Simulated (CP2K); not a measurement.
Runs of CP2K 2026.2 on ZnS. It takes space group F-43m (No. 216, cubic). The conventional cell has a = 5.404 Å, b = 5.404 Å, c = 5.404 Å, α = 90.00°, β = 90.00°, γ = 90.00°. Around Zn (site symmetry -43m) lie 4 S at 2.34 Å. S (site symmetry -43m) has 4 Zn at 2.34 Å as nearest neighbours. 

```tsv
task	level	potentials or basis	smearing	EPS_DEFAULT	NGRIDS	points a segment of the path (NPOINTS)	bands added on the path	CUTOFF of the grids	gap on the mesh (eV)	pressure (GPa)
band structure	TB-mBJ	POTENTIAL_UZH Zn GTH-PBE-q12, S GTH-PBE-q6; TZVP-MOLOPT-PBE-GTH basis	fermi-dirac 0.05 eV	1.0E-9	4	8	4	675 Ry	1.80	-
band structure	LDA	GTH_POTENTIALS Zn GTH-PADE-q12, S GTH-PADE-q6; TZVP-MOLOPT-PBE-GTH basis	fermi-dirac 0.0259 eV	1.0E-9	5	6	6	450 Ry	1.80	-4.3
band structure	PBEsol	POTENTIAL_UZH Zn GTH-PBE-q12, S GTH-PBE-q6; TZVP-MOLOPT-PBE-GTH basis	fermi-dirac 0.0259 eV	1.0E-10	4	6	2	450 Ry	(a)	-1.3
band structure	r2SCAN	POTENTIAL_UZH Zn GTH-SCAN-q12, S GTH-SCAN-q6; TZVP-MOLOPT-SCAN-GTH basis	fermi-dirac 0.01 eV	1.0E-9	5	10	6	675 Ry	(b)	-0.9
```

Alike in all rows: no spin polarisation; cell as given; k mesh 9 × 9 × 9.

Problem. Fill in the values left out.

Solution. (a) 1.90; (b) 2.50.

Caveats: the basis of atomic orbitals isn't converged, which shifts pressures, moduli and gaps; the potentials were made for another functional, which shifts forces and pressure (some runs); this is a model potential without an energy functional, so only levels have meaning (some runs).

